# Fcc boron without gradients: a forecast for LDA

## The question

Changing the density functional moves the volume of a simple solid by a few per cent and its stiffness by several per cent more. Fcc boron is a clean place to see why: one atom per cell, three valence electrons, and no magnetism, because spin polarisation is switched off in the runs and no magnetic state is tested. It is a hypothetical metal, since real boron builds networks of icosahedra. The numbers therefore compare functionals with each other, not with a sample.

Fcc boron, calculated with Ansatz 0.2.0 using DFT, plane waves and scalar-relativistic PAW, without spin polarisation. The k mesh is 21×21×21, with Fermi-Dirac smearing of width 0.1 eV. Volume, bulk modulus and its pressure derivative come from a third-order Birch-Murnaghan fit to energies extrapolated to zero smearing.

| functional | wave cutoff | volume per atom (Å³) | bulk modulus (GPa) | bulk modulus pressure derivative |
| --- | --- | --- | --- | --- |
| LDA | 420 eV | ? | ? | ? |
| PBEsol | 420 eV | 5.82 | 280 | 3.78 |
| PBE | 420 eV | 5.89 | 271 | 3.84 |
| revPBE | 420 eV | 5.96 | 264 | 3.83 |
| RPBE | 420 eV | 5.98 | 263 | 3.82 |
| BLYP | 420 eV | 6.07 | 238 | 4.10 |
| r2SCAN | 500 eV | 5.82 | 280 | 3.78 |

The bulk modulus is the resistance to uniform compression: at 280 GPa, a squeeze of one per cent in volume takes about 2.8 GPa. Its pressure derivative says how fast this resistance grows under load. The task is to find all three results for LDA, the functional that knows the local density and ignores how fast the density varies in space.

## What the known rows say

From PBEsol through PBE and revPBE to RPBE the crystal grows larger and softer. The two larger steps in volume are 0.07 Å³ each, a little over one per cent. BLYP goes further in the same direction.

The step from PBE to revPBE is the most instructive one. These two functionals differ only in the ceiling that they set on the effect of density gradients in the exchange energy; correlation is the same. So a change in gradient exchange alone is enough to expand this crystal by more than one per cent.

The r2SCAN row agrees with PBEsol in every printed digit. The two are separate calculations with different functionals and different cutoffs, and the exact match deserves no physical reading.

## Why gradients push outward

Exchange lowers the energy of electrons of like spin because they avoid one another. LDA takes this energy, point by point, from a uniform electron gas of the same density. A gradient functional multiplies it by an enhancement factor that starts at one and rises with the reduced gradient

$$s \propto \frac{|\nabla n|}{n^{4/3}},$$

where $n$ is the electron density. In the PBE-type functionals (PBEsol, PBE, revPBE and RPBE) the factor is close to $1+\mu s^2$ for small $s$ and levels off at a ceiling for large $s$.

Now let the crystal expand. The density between the atoms thins out, and the reduced gradient there tends to rise, because $n$ stands in the denominator. With a functional that rewards large $s$, this makes the gradient part of the exchange energy more negative, and a part of the energy that falls on expansion adds an outward pressure. The stronger the reward, the larger the equilibrium volume. This is the usual explanation of why gradient corrections of this kind expand a solid. The order of the PBE-type rows agrees with it, although the runs do not show where in the crystal the energy is lowered.

Gradient corrections to correlation work against this push. They differ between PBEsol and PBE, so the step between those two rows mixes both effects.

## From a push to a volume and a stiffness

Suppose one functional gives the volume $V$, the bulk modulus $B$ and its pressure derivative $B'$. A second functional adds a small outward pressure $p$. The crystal then expands until its own resistance balances the push:

$$\frac{\Delta V}{V} \approx \frac{p}{B}.$$

The push can be read from the table. Put each row's three constants into the Birch–Murnaghan equation of state and evaluate the pressure at the PBEsol volume, where PBEsol itself has none. RPBE then shows an outward pressure of 7.5 GPa. Divided by 280 GPa, this gives an expansion of 2.7 per cent, which is the difference between the two tabulated volumes. The agreement is a check on the arithmetic, because the pressure came from the same constants.

The stiffness takes one more step. Stretching the crystal softens it, and the loss is $B'p$. But the push itself may change with volume. If it grows on compression as $V^{-m}$, it resists compression too and returns an amount $mp$. Together,

$$\frac{\Delta B}{B} \approx -(B'-m)\,\frac{\Delta V}{V}.$$

For RPBE the extra pressure rises from 7.5 to 8.6 GPa when the volume is reduced by eight per cent, which means $m \approx 1.6$. With $B'$ near 3.8, one per cent more volume should cost about 2.2 per cent of bulk modulus.

So, within the PBE type, a functional with a stronger gradient reward does more than stretch the crystal. It also stiffens it at a given volume. Two functionals of this type therefore differ less in stiffness than two points on a single equation of state that lie equally far apart in volume.

## The forecast

**Volume.** PBEsol and PBE share the same form of exchange and differ in the coefficient $\mu$, which is $10/81 \approx 0.123$ for PBEsol and about 0.22 for PBE. LDA corresponds to $\mu = 0$. The simplest forecast draws a straight line through the two volumes and follows it to zero:

$$5.82 - 0.07 \times \frac{0.123}{0.22-0.123} \approx 5.73\ \text{Å}^3.$$

This line is a rough guide. The revPBE row has the same $\mu$ as PBE and still a larger volume, so $\mu$ alone does not fix the result. A range of 0.04 Å³ either way, somewhat more than half the step from PBEsol to PBE, allows for that.

**Bulk modulus.** A least-squares line through the four PBE-type rows (PBEsol, PBE, revPBE, RPBE) gives the bulk modulus as a function of volume. It falls by 107 GPa per Å³, or 2.4 per cent for each per cent of volume, close to the estimate above. At the forecast volume it reads 289 GPa. The range is 8 GPa either way; its upper end is about where LDA would lie if it were simply PBEsol under compression.

**Pressure derivative.** The four PBE-type rows show no trend here, so their mean, 3.82, is the forecast, with a range of 0.10 either way.

In words: LDA should give the smallest volume and the highest bulk modulus of all rows, with a pressure derivative like that of the PBE family. The ranges are judgements, not statistical errors.

## The result

The withheld rows as computed:

| functional | wave cutoff | volume per atom (Å³) | bulk modulus (GPa) | bulk modulus pressure derivative |
| --- | --- | --- | --- | --- |
| LDA | 420 eV | 5.70 | 291 | 3.75 |

All three values fall inside their ranges, and LDA is indeed the smallest and stiffest crystal of the set. The volume came out 0.03 Å³ below the forecast, which uses up most of the allowance. The bulk modulus is 2 GPa above its forecast. The pressure derivative is 0.07 below its forecast and slightly lower than in any other row; a shift of this size in so delicate a quantity is given no cause here.

## Why the volume forecast was too large

The straight line expected the step from LDA to PBEsol to be about 1.3 times the step from PBEsol to PBE. The tabulated volumes make it about 1.7 times as large; their rounding blurs this ratio but cannot bring it down to 1.3. Per unit of $\mu$, the first step, from LDA to PBEsol, changes this crystal more than the further step to PBE.

The shape of the enhancement factor offers a reason. Because it bends towards a ceiling, the first portion of $\mu$ raises it more than an equal second portion does. The response to $\mu$ is then steep near zero and flatter later, and a straight line drawn through the flatter part ends too high at $\mu = 0$. The known rows had already shown that this bend matters. At the same $\mu$ as PBE, revPBE has a higher ceiling, while RPBE has the same ceiling but bends towards it later; both give a larger volume.

That explanation has the right direction, but the table does not isolate it. Gradient correlation also enters between LDA and PBEsol, and it pulls the other way. A calculation with PBEsol exchange and LDA correlation would separate the two. The atomic datasets, made for PBE and used for every functional, may also shift the small differences on which this comparison rests; the LDA and PBEsol runs both carry a warning about this mismatch.

## Why the stiffness forecast held

The LDA row took no part in the line for the bulk modulus, so it is a fair test of it. Read at the volume that LDA really has, the line gives 292 GPa, against a computed 291 GPa. The small shortfall of the forecast thus came from the volume, not from the relation between volume and stiffness.

The alternative picture does worse. If LDA were only PBEsol squeezed to a smaller volume, its bulk modulus would be 303 GPa, which is 12 GPa too high. Seen from PBEsol, LDA lacks the outward push of the gradient terms, and this amounts to an inward pull of 5.8 GPa at the PBEsol volume. The pull grows on compression, so it helps the crystal to shrink and takes back part of the stiffness that the smaller volume brings.

## Where the line fails

BLYP lies well off the line. At its volume the PBE-type rows would suggest 253 GPa, but the calculation gives 238 GPa. Its softness is almost that of PBEsol stretched to the same volume, 239 GPa.

The language of the extra push describes the difference. Relative to PBEsol, BLYP adds an outward pressure of 10.9 GPa, the largest in the table. Yet this pressure rises only to 11.3 GPa when the volume is reduced by eight per cent. A push that hardly grows on compression expands the crystal and returns little stiffness.

BLYP is also built differently. Its exchange factor has no ceiling. Its correlation part does not reduce to that of the uniform electron gas when the gradients vanish, whereas the PBE-type functionals keep this limit. Either difference may be why its push depends on volume in another way, but with a single row of this kind the link remains a guess.

## How to use the idea

Going from LDA to PBE changes the volume of this crystal much as releasing an external pressure of about 9 GPa would: 5.8 GPa to reach the PBEsol volume and 3.3 GPa more from there. For a neighbouring case, first ask how strongly each functional rewards density gradients; among LDA and the PBE-type functionals this suggests the order of the volumes. Then take the pressure that one functional gives at the equilibrium volume of another, and divide it by the bulk modulus to estimate the relative change in volume. The same push moves a soft crystal further than a stiff one.

For the stiffness, knowing the change in volume is not enough. One must also know whether the push grows on compression. Among the PBE-type functionals and LDA it does, and one per cent of volume is worth, on average, a little over two per cent of bulk modulus. For BLYP it hardly does, and the crystal is softer than the PBE-type functionals would suggest at the same volume.
